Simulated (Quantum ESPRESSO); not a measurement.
# Al (Fm-3m) in Quantum ESPRESSO: further runs

Runs on Al. Level: PBEsol. Tasks: band structure, single point, equation of state.

All numbers are computed with Quantum ESPRESSO 7.5; they aren't measurements. Logs are shortened: lines on timing, memory, paths and dates and some standing lists are left out, and cuts for length are marked.

**Experimental background.**

From “The interpretation of polycrystalline coherent inelastic neutron scattering from aluminium”, 2013, pmc:3831299, for a bulk crystal of Al: bulk modulus 76.9 GPa.

How close the calculation comes is told below.

## Step 1: Starting point

Symmetry: Fm-3m, No. 225, cubic system. The conventional cell has a = 4.050 Å, b = 4.050 Å, c = 4.050 Å, α = 90.00°, β = 90.00°, γ = 90.00°. Around Al (site symmetry m-3m) lie 12 Al at 2.86 Å.

## Step 2: Band structure, PBEsol

pw.in

```
&CONTROL
  calculation = 'scf'
  prefix = 'pwscf'
  outdir = './tmp'
  pseudo_dir = './pseudo'
  tprnfor = .true.
  tstress = .true.
  disk_io = 'low'
/
&SYSTEM
  ibrav = 0
  A = 2.86350669
  nat = 1
  ntyp = 1
  ecutwfc = 40
  nbnd = 6
  occupations = 'smearing'
  smearing = 'fd'
  degauss = 0.00367493
/
&ELECTRONS
  conv_thr = 2d-10
  electron_maxstep = 120
  mixing_beta = 0.5
/
ATOMIC_SPECIES
Al    26.9815 Al.upf
CELL_PARAMETERS alat
   0.0000000000    0.7071067817    0.7071067817
   0.7071067817    0.0000000000    0.7071067817
   0.7071067817    0.7071067817    0.0000000000
ATOMIC_POSITIONS alat
Al     0.0000000000    0.0000000000    0.0000000000
K_POINTS automatic
11 11 11 0 0 0
```

bands.in

```
&CONTROL
  calculation = 'bands'
  prefix = 'pwscf'
  outdir = './tmp'
  pseudo_dir = './pseudo'
  disk_io = 'low'
  verbosity = 'high'
/
&SYSTEM
  ibrav = 0
  A = 2.86350669
  nat = 1
  ntyp = 1
  ecutwfc = 40
  nbnd = 6
  occupations = 'smearing'
  smearing = 'fd'
  degauss = 0.00367493
/
&ELECTRONS
  conv_thr = 1d-08
  electron_maxstep = 120
  mixing_beta = 0.5
  diago_full_acc = .true.
/
ATOMIC_SPECIES
Al    26.9815 Al.upf
CELL_PARAMETERS alat
   0.0000000000    0.7071067817    0.7071067817
   0.7071067817    0.0000000000    0.7071067817
   0.7071067817    0.7071067817    0.0000000000
ATOMIC_POSITIONS alat
Al     0.0000000000    0.0000000000    0.0000000000
K_POINTS crystal
60
 0.0000000000  0.0000000000  0.0000000000 1
 0.0625000000  0.0000000000  0.0625000000 1
 0.1250000000  0.0000000000  0.1250000000 1
 0.1875000000  0.0000000000  0.1875000000 1
 0.2500000000  0.0000000000  0.2500000000 1
 0.3125000000  0.0000000000  0.3125000000 1
 0.3750000000  0.0000000000  0.3750000000 1
 0.4375000000  0.0000000000  0.4375000000 1
 0.5000000000  0.0000000000  0.5000000000 1
 0.5000000000  0.0625000000  0.5625000000 1
 0.5000000000  0.1250000000  0.6250000000 1
 0.5000000000  0.1875000000  0.6875000000 1
 0.5000000000  0.2500000000  0.7500000000 1
 0.4375000000  0.3125000000  0.7500000000 1
 0.3750000000  0.3750000000  0.7500000000 1
 0.3375000000  0.3375000000  0.6750000000 1
 0.3000000000  0.3000000000  0.6000000000 1
 0.2625000000  0.2625000000  0.5250000000 1
 0.2250000000  0.2250000000  0.4500000000 1
 0.1875000000  0.1875000000  0.3750000000 1
 0.1500000000  0.1500000000  0.3000000000 1
 0.1125000000  0.1125000000  0.2250000000 1
 0.0750000000  0.0750000000  0.1500000000 1
 0.0375000000  0.0375000000  0.0750000000 1
 0.0000000000  0.0000000000  0.0000000000 1
 0.0625000000  0.0625000000  0.0625000000 1
 0.1250000000  0.1250000000  0.1250000000 1
 0.1875000000  0.1875000000  0.1875000000 1
 0.2500000000  0.2500000000  0.2500000000 1
 0.3125000000  0.3125000000  0.3125000000 1
 0.3750000000  0.3750000000  0.3750000000 1
 0.4375000000  0.4375000000  0.4375000000 1
 0.5000000000  0.5000000000  0.5000000000 1
 0.5250000000  0.4500000000  0.5250000000 1
 0.5500000000  0.4000000000  0.5500000000 1
 0.5750000000  0.3500000000  0.5750000000 1
 0.6000000000  0.3000000000  0.6000000000 1
 0.6250000000  0.2500000000  0.6250000000 1
 0.5833333333  0.2500000000  0.6666666667 1
 0.5416666667  0.2500000000  0.7083333333 1
 0.5000000000  0.2500000000  0.7500000000 1
 0.5000000000  0.2857142857  0.7142857143 1
 0.5000000000  0.3214285714  0.6785714286 1
 0.5000000000  0.3571428571  0.6428571429 1
 0.5000000000  0.3928571429  0.6071428571 1
 0.5000000000  0.4285714286  0.5714285714 1
 0.5000000000  0.4642857143  0.5357142857 1
 0.5000000000  0.5000000000  0.5000000000 1
 0.4821428571  0.4821428571  0.5357142857 1
 0.4642857143  0.4642857143  0.5714285714 1
 0.4464285714  0.4464285714  0.6071428571 1
 0.4285714286  0.4285714286  0.6428571429 1
 0.4107142857  0.4107142857  0.6785714286 1
 0.3928571429  0.3928571429  0.7142857143 1
 0.3750000000  0.3750000000  0.7500000000 1
 0.6250000000  0.2500000000  0.6250000000 1
 0.5937500000  0.1875000000  0.5937500000 1
 0.5625000000  0.1250000000  0.5625000000 1
 0.5312500000  0.0625000000  0.5312500000 1
 0.5000000000  0.0000000000  0.5000000000 1
```

Potentials or basis: PseudoDojo 0.4.1 SR PBEsol standard.

Launch:

```
$ OMP_NUM_THREADS=1 pw.x -in pw.in > pw.out
$ OMP_NUM_THREADS=1 pw.x -in bands.in > bands.out
```

pw.out:

```text
This program is part of the open-source Quantum ESPRESSO suite
     for quantum simulation of materials; please cite
[... 9 lines left out ...]
     --------------------
     sticks:   dense  smooth     PW     G-vecs:    dense   smooth      PW
     Sum         313     313    109                 3839     3839     749

     Using Slab Decomposition

     bravais-lattice index     =            0
     lattice parameter (alat)  =       5.4112  a.u.
     unit-cell volume          =     112.0408 (a.u.)^3
     number of atoms/cell      =            1
     number of atomic types    =            1
     number of electrons       =         3.00
     number of Kohn-Sham states=            6
     kinetic-energy cutoff     =      40.0000  Ry
     charge density cutoff     =     160.0000  Ry
     scf convergence threshold =      2.0E-10
     mixing beta               =       0.5000
     number of iterations used =            8  plain     mixing
     Exchange-correlation= PBESOL
                           (   1   4  10   8   0   0   0)

     celldm(1)=   5.411243  celldm(2)=   0.000000  celldm(3)=   0.000000
     celldm(4)=   0.000000  celldm(5)=   0.000000  celldm(6)=   0.000000

     crystal axes: (cart. coord. in units of alat)
               a(1) = (   0.000000   0.707107   0.707107 )
               a(2) = (   0.707107   0.000000   0.707107 )
               a(3) = (   0.707107   0.707107   0.000000 )

     reciprocal axes: (cart. coord. in units 2 pi/alat)
               b(1) = ( -0.707107  0.707107  0.707107 )
               b(2) = (  0.707107 -0.707107  0.707107 )
               b(3) = (  0.707107  0.707107 -0.707107 )

     PseudoPot. # 1 for Al read from file:
     Al.upf
     Pseudo is Norm-conserving + core correction, Zval =  3.0
     Generated using ONCVPSP code by D. R. Hamann
     Using radial grid of 1876 points,  6 beta functions with:
                l(1) =   0
                l(2) =   0
                l(3) =   1
                l(4) =   1
                l(5) =   2
                l(6) =   2

     atomic species   valence    mass     pseudopotential
     Al                3.00    26.98150     Al( 1.00)

     48 Sym. Ops., with inversion, found

   Cartesian axes

     site n.     atom                  positions (alat units)
         1        Al     tau(   1) = (   0.0000000   0.0000000   0.0000000  )

     number of k points=    56  Fermi-Dirac smearing, width (Ry)=  0.0037
                       cart. coord. in units 2pi/alat
        k(    1) = (   0.0000000   0.0000000   0.0000000), wk =   0.0015026
        k(    2) = (   0.0642824   0.0642824  -0.0642824), wk =   0.0120210
        k(    3) = (   0.1285649   0.1285649  -0.1285649), wk =   0.0120210
        k(    4) = (   0.1928473   0.1928473  -0.1928473), wk =   0.0120210
        k(    5) = (   0.2571297   0.2571297  -0.2571297), wk =   0.0120210
        k(    6) = (   0.3214122   0.3214122  -0.3214122), wk =   0.0120210
[... 48 lines left out ...]
        k(   55) = (  -0.0642824  -0.4499770   0.7071068), wk =   0.0360631
        k(   56) = (  -0.0000000  -0.3856946   0.6428243), wk =   0.0360631

     Dense  grid:     3839 G-vectors     FFT dimensions: (  24,  24,  24)

     Initial potential from superposition of free atoms

     starting charge       2.9977, renormalised to       3.0000
     Starting wfcs are    4 randomized atomic wfcs +    2 random wfcs

     Self-consistent Calculation

     iteration #  1     ecut=    40.00 Ry     beta= 0.50
     Davidson diagonalization with overlap
     ethr =  1.00E-02,  avg # of iterations =  6.1

     Threshold (ethr) on eigenvalues was too large:
     Diagonalizing with lowered threshold

     Davidson diagonalization with overlap
     ethr =  1.88E-04,  avg # of iterations =  3.8

     total energy              =      -4.64108216 Ry
     estimated scf accuracy    <       0.00558088 Ry

     iteration #  2     ecut=    40.00 Ry     beta= 0.50
     Davidson diagonalization with overlap
     ethr =  1.86E-04,  avg # of iterations =  1.0

     total energy              =      -4.64068007 Ry
     estimated scf accuracy    <       0.00120699 Ry

     iteration #  3     ecut=    40.00 Ry     beta= 0.50
     Davidson diagonalization with overlap
     ethr =  4.02E-05,  avg # of iterations =  1.4

     total energy              =      -4.64072011 Ry
     estimated scf accuracy    <       0.00000159 Ry

     iteration #  4     ecut=    40.00 Ry     beta= 0.50
     Davidson diagonalization with overlap
     c_bands:  1 eigenvalues not converged
     ethr =  5.29E-08,  avg # of iterations =  4.6

     total energy              =      -4.64072242 Ry
     estimated scf accuracy    <       0.00000002 Ry

     iteration #  5     ecut=    40.00 Ry     beta= 0.50
     Davidson diagonalization with overlap
     ethr =  6.76E-10,  avg # of iterations =  2.3

     total energy              =      -4.64072243 Ry
     estimated scf accuracy    <          1.9E-09 Ry

     iteration #  6     ecut=    40.00 Ry     beta= 0.50
     Davidson diagonalization with overlap
     ethr =  6.40E-11,  avg # of iterations =  1.4

     End of self-consistent calculation

          k = 0.0000 0.0000 0.0000 (   531 PWs)   bands (ev):

    -3.2810  20.3801  20.3802  21.7734  21.7734  21.7734

          k = 0.0643 0.0643-0.0643 (   495 PWs)   bands (ev):

    -3.0575  17.4590  19.7226  19.7226  22.4835  22.7691

          k = 0.1286 0.1286-0.1286 (   489 PWs)   bands (ev):

    -2.3891  13.8230  18.9871  18.9871  22.2655  23.5915
[... 127 lines left out ...]
     3.9223   7.3106  13.1477  13.4235  13.4235  16.8609

          k =-0.0000-0.6428 0.6428 (   470 PWs)   bands (ev):

     5.0367   6.3476  10.8158  13.4878  14.6713  18.1082

          k = 0.2571 0.1286 0.0000 (   484 PWs)   bands (ev):

    -1.7975  13.8168  15.0239  19.6201  19.7426  21.5227

          k = 0.3214 0.1928-0.0643 (   481 PWs)   bands (ev):

    -0.6948  10.8720  14.1480  17.7588  19.9734  23.0056

          k = 0.3857 0.2571-0.1286 (   477 PWs)   bands (ev):

     0.8349   7.8401  14.0357  16.2508  20.0332  22.2705
[... 23 lines left out ...]
     2.2038   7.5649  10.9608  14.6012  20.7360  22.6429

          k = 0.0000-0.2571 0.3857 (   480 PWs)   bands (ev):

     0.5446   9.9756  11.4416  15.9936  21.9519  22.0075

          k = 0.5143 0.1286 0.0000 (   475 PWs)   bands (ev):

     1.6968  11.0772  11.0914  12.4848  17.1320  19.3034

          k =-0.1286-0.5143 0.6428 (   476 PWs)   bands (ev):

     3.3307   8.6418   9.7223  12.0616  17.9611  21.3867

          k =-0.0643-0.4500 0.5785 (   480 PWs)   bands (ev):

     5.3113   6.1656   8.7494  12.4720  18.5862  24.3348
[... 23 lines left out ...]
     5.0433   8.3270   8.3740   9.9169  20.4237  22.1007

          k =-0.0000-0.3857 0.6428 (   472 PWs)   bands (ev):

     6.4223   6.6799   8.0746   9.9531  21.6592  24.4630

     the Fermi energy is     7.8182 ev

!    total energy              =      -4.64072243 Ry
     estimated scf accuracy    <          1.5E-11 Ry
     smearing contrib. (-TS)   =      -0.00029396 Ry
     internal energy E=F+TS    =      -4.64042846 Ry

     The total energy is F=E-TS. E is the sum of the following terms:
     one-electron contribution =       2.90627575 Ry
     hartree contribution      =       0.00712728 Ry
     xc contribution           =      -2.16174658 Ry
     ewald contribution        =      -5.39208490 Ry

     convergence has been achieved in   6 iterations

     Forces acting on atoms (cartesian axes, Ry/au):

     atom    1 type  1   force =     0.00000000    0.00000000    0.00000000

     Total force =     0.000000     Total SCF correction =     0.000000

     Computing stress (Cartesian axis) and pressure

          total   stress  (Ry/bohr**3)                   (kbar)     P=      -20.62
  -0.00014018  -0.00000000  -0.00000000          -20.62       -0.00       -0.00
  -0.00000000  -0.00014018  -0.00000000           -0.00      -20.62       -0.00
  -0.00000000  -0.00000000  -0.00014018           -0.00       -0.00      -20.62

=------------------------------------------------------------------------------=
   JOB DONE.
=------------------------------------------------------------------------------=
```

Wall time 5.4 s (1 thread of Arm Neoverse V1, shared host); peak memory 0.09 GiB.

Results:

```
Free energy            : -63.1402 eV
Pressure               : -2.1 GPa
Band gap on the k mesh : none (metal or under the smearing width)
```

Levels at the corners of the path, in eV from the Fermi level:
| point | band 1 | band 2 | band 3 | band 4 | band 5 | band 6 |
| --- | --- | --- | --- | --- | --- | --- |
| Γ | -11.10 | 12.56 | 12.56 | 12.56 | 13.96 | 13.96 |
| X | -2.92 | -1.61 | 5.26 | 5.54 | 5.54 | 8.97 |
| W | -0.85 | -0.85 | 0.16 | 1.06 | 15.73 | 15.73 |
| K | -1.88 | -1.36 | -0.42 | 6.51 | 8.16 | 15.56 |
| Γ | -11.10 | 12.56 | 12.56 | 12.56 | 13.96 | 13.96 |
| L | -4.58 | -4.38 | 11.30 | 11.30 | 11.41 | 11.41 |
| U | -1.88 | -1.36 | -0.42 | 6.51 | 8.16 | 15.56 |
| W | -0.85 | -0.85 | 0.16 | 1.06 | 15.73 | 15.73 |
| L | -4.58 | -4.38 | 11.30 | 11.30 | 11.41 | 11.41 |
| K | -1.88 | -1.36 | -0.42 | 6.51 | 8.16 | 15.56 |
| U | -1.88 | -1.36 | -0.42 | 6.51 | 8.16 | 15.56 |
| X | -2.92 | -1.61 | 5.26 | 5.54 | 5.54 | 8.97 |

## Step 3: Single point, PBEsol, 15.61 Å³/atom

pw.in

```
&CONTROL
  calculation = 'scf'
  prefix = 'pwscf'
  outdir = './tmp'
  pseudo_dir = './pseudo'
  tprnfor = .true.
  tstress = .true.
  disk_io = 'nowf'
/
&SYSTEM
  ibrav = 0
  nat = 1
  ntyp = 1
  ecutwfc = 40
  nbnd = 6
  occupations = 'smearing'
  smearing = 'fd'
  degauss = 0.00367493
/
&ELECTRONS
  conv_thr = 2d-10
  electron_maxstep = 120
  mixing_beta = 0.5
/
ATOMIC_SPECIES
Al    26.9815 Al.upf
CELL_PARAMETERS angstrom
   0.0000000000    1.9834708509    1.9834708509
   1.9834708509    0.0000000000    1.9834708509
   1.9834708509    1.9834708509    0.0000000000
ATOMIC_POSITIONS crystal
Al     0.0000000000    0.0000000000    0.0000000000
K_POINTS automatic
11 11 11 0 0 0
```

Potentials or basis: PseudoDojo 0.4.1 SR PBEsol standard.

Launch:

```
$ OMP_NUM_THREADS=1 pw.x -in pw.in > pw.out
```

Run time: 2.5 s. Hardware: 1 thread of Arm Neoverse V1, shared host; peak memory 0.09 GiB.

The run converged. Its results:

```
Free energy            : -63.1374 eV
Pressure               : 3.3 GPa
Band gap on the k mesh : none (metal or under the smearing width)
```

## Step 4: Single point, PBEsol, 15.94 Å³/atom

Edit pw.in of step 3 so:

```diff
@@ -27,5 +27,5 @@
 CELL_PARAMETERS angstrom
-   0.0000000000    1.9834708509    1.9834708509
-   1.9834708509    0.0000000000    1.9834708509
-   1.9834708509    1.9834708509    0.0000000000
+   0.0000000000    1.9974394157    1.9974394157
+   1.9974394157    0.0000000000    1.9974394157
+   1.9974394157    1.9974394157    0.0000000000
 ATOMIC_POSITIONS crystal
```

Launch:

```
$ OMP_NUM_THREADS=1 pw.x -in pw.in > pw.out
```

Run time: 2.5 s. Hardware: 1 thread of Arm Neoverse V1, shared host; peak memory 0.09 GiB.

The run converged. Its results:

```
Free energy            : -63.1421 eV
Pressure               : 1.3 GPa
Band gap on the k mesh : none (metal or under the smearing width)
```

## Step 5: Single point, PBEsol, 16.27 Å³/atom

Edit pw.in of step 4 so:

```diff
@@ -27,5 +27,5 @@
 CELL_PARAMETERS angstrom
-   0.0000000000    1.9974394157    1.9974394157
-   1.9974394157    0.0000000000    1.9974394157
-   1.9974394157    1.9974394157    0.0000000000
+   0.0000000000    2.0112152952    2.0112152952
+   2.0112152952    0.0000000000    2.0112152952
+   2.0112152952    2.0112152952    0.0000000000
 ATOMIC_POSITIONS crystal
```

Launch:

```
$ OMP_NUM_THREADS=1 pw.x -in pw.in > pw.out
```

Wall time 2.5 s (1 thread of Arm Neoverse V1, shared host); peak memory 0.09 GiB.

The run converged. Its results:

```yaml
Free_energy: -63.1429 eV
Pressure: -0.5 GPa
Band_gap_on_the_k_mesh: none (metal or under the smearing width)
```

## Step 6: Single point, PBEsol, 16.60 Å³/atom

Edit pw.in of step 5 so:

```diff
@@ -27,5 +27,5 @@
 CELL_PARAMETERS angstrom
-   0.0000000000    2.0112152952    2.0112152952
-   2.0112152952    0.0000000000    2.0112152952
-   2.0112152952    2.0112152952    0.0000000000
+   0.0000000000    2.0248050000    2.0248050000
+   2.0248050000    0.0000000000    2.0248050000
+   2.0248050000    2.0248050000    0.0000000000
 ATOMIC_POSITIONS crystal
```

Potentials or basis: PseudoDojo 0.4.1 SR PBEsol standard.

Launch:

```
$ OMP_NUM_THREADS=1 pw.x -in pw.in > pw.out
```

Wall time 2.5 s (1 thread of Arm Neoverse V1, shared host); peak memory 0.09 GiB.

The run converged. Its results:

```
Free energy            : -63.1402 eV
Pressure               : -2.1 GPa
Band gap on the k mesh : none (metal or under the smearing width)
```

## Step 7: Single point, PBEsol, 16.93 Å³/atom

Edit pw.in of step 6 so:

```diff
@@ -27,5 +27,5 @@
 CELL_PARAMETERS angstrom
-   0.0000000000    2.0248050000    2.0248050000
-   2.0248050000    0.0000000000    2.0248050000
-   2.0248050000    2.0248050000    0.0000000000
+   0.0000000000    2.0382146954    2.0382146954
+   2.0382146954    0.0000000000    2.0382146954
+   2.0382146954    2.0382146954    0.0000000000
 ATOMIC_POSITIONS crystal
```

Launch:

```
$ OMP_NUM_THREADS=1 pw.x -in pw.in > pw.out
```

It took 2.5 s on 1 thread of Arm Neoverse V1, shared host; peak memory 0.09 GiB.

The run converged. Its results:

```yaml
Free_energy: -63.1345 eV
Pressure: -3.5 GPa
Band_gap_on_the_k_mesh: none (metal or under the smearing width)
```

## Step 8: Single point, PBEsol, 17.27 Å³/atom

Edit pw.in of step 7 so:

```diff
@@ -27,5 +27,5 @@
 CELL_PARAMETERS angstrom
-   0.0000000000    2.0382146954    2.0382146954
-   2.0382146954    0.0000000000    2.0382146954
-   2.0382146954    2.0382146954    0.0000000000
+   0.0000000000    2.0514502267    2.0514502267
+   2.0514502267    0.0000000000    2.0514502267
+   2.0514502267    2.0514502267    0.0000000000
 ATOMIC_POSITIONS crystal
```

Launch:

```
$ OMP_NUM_THREADS=1 pw.x -in pw.in > pw.out
```

It took 2.5 s on 1 thread of Arm Neoverse V1, shared host; peak memory 0.09 GiB.

Results (log left out):

```yaml
Free_energy: -63.1260 eV
Pressure: -4.7 GPa
Band_gap_on_the_k_mesh: none (metal or under the smearing width)
```

## Step 9: Single point, PBEsol, 17.60 Å³/atom

Edit pw.in of step 8 so:

```diff
@@ -27,5 +27,5 @@
 CELL_PARAMETERS angstrom
-   0.0000000000    2.0514502267    2.0514502267
-   2.0514502267    0.0000000000    2.0514502267
-   2.0514502267    2.0514502267    0.0000000000
+   0.0000000000    2.0645171409    2.0645171409
+   2.0645171409    0.0000000000    2.0645171409
+   2.0645171409    2.0645171409    0.0000000000
 ATOMIC_POSITIONS crystal
```

Potentials or basis: PseudoDojo 0.4.1 SR PBEsol standard.

Launch:

```
$ OMP_NUM_THREADS=1 pw.x -in pw.in > pw.out
```

It took 2.5 s on 1 thread of Arm Neoverse V1, shared host; peak memory 0.09 GiB.

It converged, with:

```
Free energy            : -63.1150 eV
Pressure               : -5.9 GPa
Band gap on the k mesh : none (metal or under the smearing width)
```

## Step 10: Equation of state, PBEsol

This step only gathers the single runs of the series.

Results:

* Equilibrium volume: 16.18 Å³/atom
* Bulk modulus: 84 GPa
* Pressure derivative of the bulk modulus: 4.5

Energy against volume, from the lowest point:
```tsv
volume (Å³/atom)	energy (meV/atom)
15.607	5.53
15.939	0.83
16.271	0.00
16.603	2.64
16.935	8.40
17.267	16.93
17.599	27.94
```

## Step 11: How close it comes

Step 10. A measured bulk modulus of Al is 76.9 GPa (quoted in “The interpretation of polycrystalline coherent inelastic neutron scattering from aluminium”, 2013, pmc:3831299); the calculated 84 GPa misses it by +9.3 %. The fit is for a static lattice scaled at fixed shape and fixed fractional positions. The cell as given is a measured one (16.60 Å³/atom); PBEsol puts the equilibrium volume -2.6 % from it, thermal expansion not counted.
